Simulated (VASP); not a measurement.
# PtS2 (R-3m) in VASP: a series of runs, part 2 of 2

VASP 6.6.1.

## 3. Single point, PBE (uniaxial_z strain +2.2%)

The input, INCAR:

```
SYSTEM = PtS2
ALGO = Normal ; EDIFF = 1E-7
ENCUT = 520 ; GGA = PE
ISIF = 2 ; ISMEAR = -1
LASPH = .TRUE. ; LCHARG = .FALSE.
LREAL = .FALSE. ; LWAVE = .FALSE.
NBANDS = 18 ; NELM = 100
PREC = Accurate ; SIGMA = 0.02
```

The input, KPOINTS:

```
k-points
0
G
  8 8 8
  0 0 0
```

The input, POSCAR:

```
PtS2
1.0
    1.7644429029      1.0187015850      5.6434486228
   -1.7644429029      1.0187015850      5.6434486228
    0.0000000000     -2.0374031699      5.6434486228
Pt S
1 2
Direct
    0.0000000000      0.0000000000      0.0000000000
    0.2597638672      0.2597638672      0.2597638672
    0.7402361328      0.7402361328      0.7402361328
```

Potentials or basis: VASP PAW PBE potentials, release 64 (Pt, S).

Command:

```console
$ cat potpaw_PBE.64/Pt/POTCAR potpaw_PBE.64/S/POTCAR > POTCAR
$ mpirun -np 1 vasp_std > vasp.out
```

OUTCAR:

```text
SYSTEM = PtS2
   EDIFF = 1E-7
   ENCUT = 520
   GGA = PE
   ISIF = 2
   ISMEAR = -1
   LASPH = .TRUE.
   LREAL = .FALSE.
   NELM = 100
   PREC = Accurate

 ion  position               nearest neighbor table
   1  0.000  0.000  0.000-   3 2.39   3 2.39   2 2.39   2 2.39   3 2.39   2 2.39
   2  0.260  0.260  0.260-   1 2.39   1 2.39   1 2.39
   3  0.740  0.740  0.740-   1 2.39   1 2.39   1 2.39

  LATTYP: Found a trigonal (rhomboedric) cell.
 ALAT       =     5.9999603361
 COS(alpha) =     0.8270388934

  Lattice vectors:

 A1 = (   1.7644429029,   1.0187015850,   5.6434486228)
 A2 = (  -1.7644429029,   1.0187015850,   5.6434486228)
 A3 = (   0.0000000000,  -2.0374031699,   5.6434486228)

Analysis of symmetry for initial positions (statically):
=====================================================================
 Subroutine PRICEL returns:
 Original cell was already a primitive cell.

 Routine SETGRP: Setting up the symmetry group for a
 trigonal (rhombohedral) supercell.

 Subroutine GETGRP returns: Found 12 space group operations
 (whereof 12 operations were pure point group operations)
 out of a pool of 12 trial point group operations.

The static configuration has the point symmetry D_3d.

Analysis of symmetry for dynamics (positions and initial velocities):
=====================================================================
 Subroutine PRICEL returns:
 Original cell was already a primitive cell.

 Routine SETGRP: Setting up the symmetry group for a
 trigonal (rhombohedral) supercell.

 Subroutine GETGRP returns: Found 12 space group operations
 (whereof 12 operations were pure point group operations)
 out of a pool of 12 trial point group operations.

The dynamic configuration has the point symmetry D_3d.

 Subroutine INISYM returns: Found 12 space group operations
 (whereof 12 operations are pure point group operations),
 and found     1 'primitive' translations

----------------------------------------------------------------------------------------

                                     Primitive cell

  volume of cell :      60.8626

  direct lattice vectors                    reciprocal lattice vectors
     1.764442903  1.018701585  5.643448623     0.283375562  0.163606957  0.059065539
    -1.764442903  1.018701585  5.643448623    -0.283375562  0.163606957  0.059065539
     0.000000000 -2.037403170  5.643448623     0.000000000 -0.327213915  0.059065539

  length of vectors
     5.999960336  5.999960336  5.999960336     0.332502156  0.332502156  0.332502156

  position of ions in fractional coordinates (direct lattice)
     0.000000000  0.000000000  0.000000000
     0.259763867  0.259763867  0.259763867
     0.740236133  0.740236133  0.740236133

  ion indices of the primitive-cell ions
   primitive index   ion index
                 1           1
                 2           2
                 3           3

----------------------------------------------------------------------------------------

 KPOINTS: k-points

Automatic generation of k-mesh.
 Grid dimensions read from file:
 generate k-points for:    8    8    8

 Generating k-lattice:

  Cartesian coordinates                     Fractional coordinates (reciprocal lattice)
     0.035421945  0.020450870  0.007383192     0.125000000  0.000000000  0.000000000
    -0.035421945  0.020450870  0.007383192     0.000000000  0.125000000  0.000000000
     0.000000000 -0.040901739  0.007383192     0.000000000  0.000000000  0.125000000

  Length of vectors
     0.041562769  0.041562769  0.041562769

  Shift w.r.t. Gamma in fractional coordinates (k-lattice)
     0.000000000  0.000000000  0.000000000

 Subroutine IBZKPT returns following result:
 ===========================================

 Found     65 irreducible k-points:

 Following reciprocal coordinates:
            Coordinates               Weight
  0.000000  0.000000  0.000000      1.000000
  0.125000  0.000000  0.000000      6.000000
  0.250000  0.000000  0.000000      6.000000
  0.375000  0.000000  0.000000      6.000000
  0.500000  0.000000  0.000000      3.000000
  0.125000  0.125000  0.000000      6.000000
[... 16 lines left out ...]
  0.250000  0.125000  0.125000      6.000000
  0.375000  0.125000  0.125000      6.000000
 [... further k-points ...]
   k-points           NKPTS =     65   k-points in BZ     NKDIM =     65   number of bands    NBANDS=     18
   number of dos      NEDOS =    301   number of ions     NIONS =      3
   total plane-waves  NPLWV = 110592
   dimension x,y,z NGX =    48 NGY =   48 NGZ =   48
   dimension x,y,z NGXF=    96 NGYF=   96 NGZF=   96
   ions per type =               1   2
   NGX,Y,Z   is equivalent  to a cutoff of  13.30, 13.30, 13.30 a.u.
   NGXF,Y,Z  is equivalent  to a cutoff of  26.60, 26.60, 26.60 a.u.
 SYSTEM =  PtS2
   PREC   = accura    normal or accurate (medium, high low for compatibility)
   ISTART =      0    job   : 0-new  1-cont  2-samecut
   ICHARG =      2    charge: 1-file 2-atom 10-const
   ISPIN  =      1    spin polarized calculation?
   LNONCOLLINEAR =      F non collinear calculations
   LSORBIT =      F    spin-orbit coupling
   LASPH  =      T    aspherical Exc in radial PAW
   ENCUT  =  520.0 eV  38.22 Ry    6.18 a.u.  11.16 11.16 11.16*2*pi/ulx,y,z
   NELM   =    100;   NELMIN=  2; NELMDL= -5     # of ELM steps
   EDIFF  = 0.1E-06   stopping-criterion for ELM
   LREAL  =      F    real-space projection
   EDIFFG = 0.1E-05   stopping-criterion for IOM
   NSW    =      0    number of steps for IOM
   IBRION =     -1    ionic relax: 0-MD 1-quasi-New 2-CG
   NFREE  =      0    steps in history (QN), initial steepest desc. (CG)
   ISIF   =      2    stress and relaxation
   ISYM   =      2    0-nonsym 1-usesym 2-fastsym
   POTIM  = 0.5000    time-step for ionic-motion
   TEBEG  =    0.0;   TEEND  =   0.0 temperature during run
   PSTRESS=    0.0 pullay stress
   NELECT =      22.0000    total number of electrons
   NUPDOWN=      -1.0000    fix difference up-down
   EMIN   =  10.00;   EMAX   =-10.00  energy-range for DOS
   EFERMI =   0.00;   METHOD = LEGACY
   ISMEAR =    -1;   SIGMA  =   0.02  broadening in eV -4-tet -1-fermi 0-gaus
   EFERMI_NEDOS =   21; number of points for ismear=-14 and -15
   IALGO  =     38    algorithm
   IMIX   =      4    mixing-type and parameters
     AMIX     =   0.40;   BMIX     =  1.00
     AMIX_MAG =   1.60;   BMIX_MAG =  1.00
  volume/ion in A,a.u.               =      20.29       136.91
  Fermi-wavevector in a.u.,A,eV,Ry     =   1.166180  2.203761 18.503594  1.359976
  Thomas-Fermi vector in A             =   2.302696
   LORBIT       =      0    0 simple, 1 ext, 2 COOP (PROOUT), +10 PAW based schemes
   GGA     = PE    functional components
[... 5 lines left out ...]
 non-spin polarized calculation
  energy-cutoff  :      520.00
  volume of cell :       60.86
 maximum number of plane-waves:      1671
 NGX is ok and might be reduce to    48
   NGX = 23   NGY = 23   NGZ = 23

 number of electron      22.0000000 magnetization

 Free energy of the ion-electron system (eV)
  ---------------------------------------------------
  ext. energy  EPLUGINS =         0.00000000
  ---------------------------------------------------
  free energy    TOTEN  =       -15.42507132 eV

  energy without entropy =      -15.42507132  energy(sigma->0) =      -15.42507132

 E-fermi :   5.5084     XC(G=0):  -9.9567

 val. band max:        5.0186736141   @ k =   0.2500   0.1250   0.1250
 cond. band min:       6.2023440829   @ k =   0.5000   0.2500   0.2500
 fundamental gap:      1.1836704688
 Fermi energy:         5.5083986976

 k-point     1 :       0.0000    0.0000    0.0000
  band No.  band energies     occupation
      1      -9.4945      2.00000
      2      -7.0615      2.00000
      3      -1.0601      2.00000
      4      -0.9043      2.00000
      5      -0.9043      2.00000
      6       1.7665      2.00000
[... 10 lines left out ...]
     17      13.4270      0.00000
     18      16.1782      0.00000
[... 463 lines left out ...]
 k-point    24 :       0.3750    0.1250    0.1250
  band No.  band energies     occupation
      1      -8.7221      2.00000
      2      -7.3151      2.00000
      3      -0.9158      2.00000
      4      -0.5270      2.00000
      5       0.0444      2.00000
      6       0.5060      2.00000
[... 10 lines left out ...]
     17      14.6327      0.00000
     18      15.3531      0.00000

 [... further k-points ...]

------------------------ aborting loop because EDIFF is reached ----------------------------------------

  FORCE on cell =-STRESS in cart. coord.  units (eV):
  Direction    XX          YY          ZZ          XY          YZ          ZX
  --------------------------------------------------------------------------------------
  -------------------------------------------------------------------------------------
  Total        1.1932300      1.1932300      0.5695585      0.0000000      0.0000000      0.0000000
  in kB       31.4111861     31.4111861     14.9933436      0.0000000      0.0000000      0.0000000
  external PRESSURE =      25.9385720 kB  Pullay stress =       0.0000000 kB

 VOLUME and BASIS-vectors are now :
 -----------------------------------------------------------------------------
  energy-cutoff  :      520.00
  volume of cell :       60.86
      direct lattice vectors                 reciprocal lattice vectors
     1.764442903  1.018701585  5.643448623     0.283375562  0.163606957  0.059065539
    -1.764442903  1.018701585  5.643448623    -0.283375562  0.163606957  0.059065539
     0.000000000 -2.037403170  5.643448623     0.000000000 -0.327213915  0.059065539

 POSITION                                       TOTAL-FORCE (eV/Angst)
 -----------------------------------------------------------------------------------
      0.00000      0.00000      0.00000         0.000000      0.000000      0.000000
      0.00000      0.00000      4.39789         0.000000     -0.000000     -0.008044
      0.00000      0.00000     12.53245         0.000000      0.000000      0.008044
 -----------------------------------------------------------------------------------
    total drift:                                0.000000      0.000000      0.000000

  FREE ENERGIE OF THE ION-ELECTRON SYSTEM (eV)
  ---------------------------------------------------
  free  energy   TOTEN  =       -15.4250713215 eV

  energy  without entropy=      -15.4250713215  energy(sigma->0) =      -15.42507132
```

Run time: 4.7 min. Hardware: 1 thread of Intel Xeon Platinum 8488C (Sapphire Rapids), shared host; peak memory 0.33 GiB.

Results:

```
Free energy            : -15.4251 eV
Pressure               : 2.6 GPa
Largest force          : 0.008 eV/Å
Band gap on the k mesh : 1.18 eV, indirect (least direct gap 1.28 eV)
```

Forces in eV/Å, atoms in the order of the input:
```
Pt   0.000  0.000  0.000
S    0.000  0.000 -0.008
S    0.000  0.000  0.008
```

Caveat: spin-orbit coupling is left out, which moves the levels of the heavy elements. A k mesh can miss the band edges.
